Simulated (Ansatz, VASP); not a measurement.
# Two plane-wave programs on WSe

```xyz
2
Lattice="0.0000 2.8389 2.8389 2.8389 0.0000 2.8389 2.8389 2.8389 0.0000" Properties=species:S:1:pos:R:3 pbc="T T T"
W     0.0000    0.0000    0.0000
Se    1.4194    1.4194    1.4194
```

Alike in both runs: task single point; functional PBE; k mesh 12 × 12 × 12; occupations gaussian, width 0.1 eV; no spin polarisation.

|  | VASP | Ansatz |
| --- | --- | --- |
| version | VASP 6.6.1 | Ansatz 0.2.0 |
| potentials or method | VASP PAW PBE potentials, release 64 (W_sv, Se) | scalar-relativistic, plane waves, PAW |
| plane-wave cutoff (eV) | 520 | 420 |
| valence electrons in the cell | 20 | 30 |

VASP gave:

```
gap on the k mesh at the Fermi level (eV) : none
pressure (GPa)                            : -1.6
```

Task: Which values does Ansatz return?

Result: gap on the k mesh at the Fermi level (eV): none; pressure (GPa): -1.8.

A gap of «none» marks a metal or a gap that the smearing closes. The two sets of potentials don't hold the same shells in valence.

The runs have no spin-orbit coupling, so splittings on W are missing.
